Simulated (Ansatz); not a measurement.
# CoO: the cost of one run

Program: Ansatz 0.2.0. Level of theory: DFT PBEsol, scalar-relativistic. These are calculated values, not measurements.

### Step 1. The system as given

The structure is cubic, space group Fm-3m (No. 225). Conventional cell: a = 4.263 Å, b = 4.263 Å, c = 4.263 Å, α = 90.00°, β = 90.00°, γ = 90.00°. Co (site symmetry m-3m) has 6 O at 2.13 Å as nearest neighbours. Around O (site symmetry m-3m) lie 6 Co at 2.13 Å.

Coordinates:

```xyz
2
Lattice="0.0000 2.1315 2.1315 2.1315 0.0000 2.1315 2.1315 2.1315 0.0000" Properties=species:S:1:pos:R:3 pbc="T T T"
Co    0.0000    0.0000    0.0000
O     2.1315    2.1315    2.1315
```

Atoms are numbered in the order of the input: Co1, O2.

### Step 2. After the deformation

Space group Fm-3m before, I4/mmm after.

### Step 3. LAPW, all electrons

input.yaml

```yaml
crystal:
  lattice:
    - [0.0, 2.1315, 2.08887]
    - [2.1315, 0.0, 2.08887]
    - [2.1315, 2.1315, 0.0]
  atoms:
    - { symbol: Co, position: [0.0, 0.0, 0.0], spin: 2.0 }
    - { symbol: O, position: [0.5, 0.5, 0.5] }
magnetization:
  spin_polarized: true
kpoints:
  mp_grid: { grid: [16, 16, 16] }
  band_path:
    path:
      - [0.0, 0.0, 0.0]
      - [0.0, 0.5, 0.5]
      - [0.25, 0.75, 0.5]
      - [0.0, 0.5, 0.0]
      - [0.0, 0.0, 0.0]
      - [0.5, 0.5, 0.0]
      - [0.3801541025, 0.6198458975, 0.0]
      - [-0.3801541025, 0.3801541025, 0.0]
      - [0.0, 0.0, 0.0]
    npoints: 5
scf:
  occupations: { method: fermi_dirac, width: 0.05 }
hamiltonian:
  xc: pbesol
  pseudopotentials: { kind: all_electron, lapw: { basis_error: 0.0005 } }
output:
  forces: true
  stress: true
  eigenvalues: true
```

Launch:

```sh
ansatz run input.yaml --threads 1 --pin off --max-ram 3072MiB --backend cpu --events-out ev --progress --plain --runs-dir out
```

What time and memory should one allow on 1 thread of Intel Xeon Platinum 8488C (Sapphire Rapids), shared host?

About 2.7 min, with a peak of 1.2 GiB.
